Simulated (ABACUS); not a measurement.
The system is CaO.

```
CELL_PARAMETERS angstrom
0.00000 2.40356 2.40356
2.40356 0.00000 2.40356
2.40356 2.40356 0.00000
ATOMIC_POSITIONS crystal
Ca 0.00000 0.00000 0.00000
O 0.50000 0.50000 0.50000
```

The cell is a database's computed one.

Base run:

- Program: ABACUS 3.10.1
- Functional: PBE
- Potentials or basis: PseudoDojo NC SR 0.4.1 PBE standard
- Cutoff: 1143 eV
- Density cutoff: 4572 eV
- Basis: plane waves
- k mesh: 10 × 10 × 10
- Occupations: fermi-dirac, width 0.05 eV
- Spin: no spin polarisation

Its results: band gap on the k mesh 3.66 eV, indirect (least direct gap 4.03 eV); pressure 1.3 GPa.

Task: The run is repeated on the same cell with these changes: cutoff from 1143 eV to 1361 eV; density cutoff from 4572 eV to 5442 eV; basis from plane waves to DZP LCAO (the cutoffs set its grid). What comes out?

Result: Band gap on the k mesh 3.57 eV, indirect (least direct gap 3.97 eV); pressure 2.2 GPa.

Caveats: the atomic orbitals were generated for these runs and aren't a published set (some runs); the basis of atomic orbitals isn't converged, which shifts pressures, moduli and gaps (some runs).

A k mesh can miss the band edges.

Not every run made on this cell is shown here.
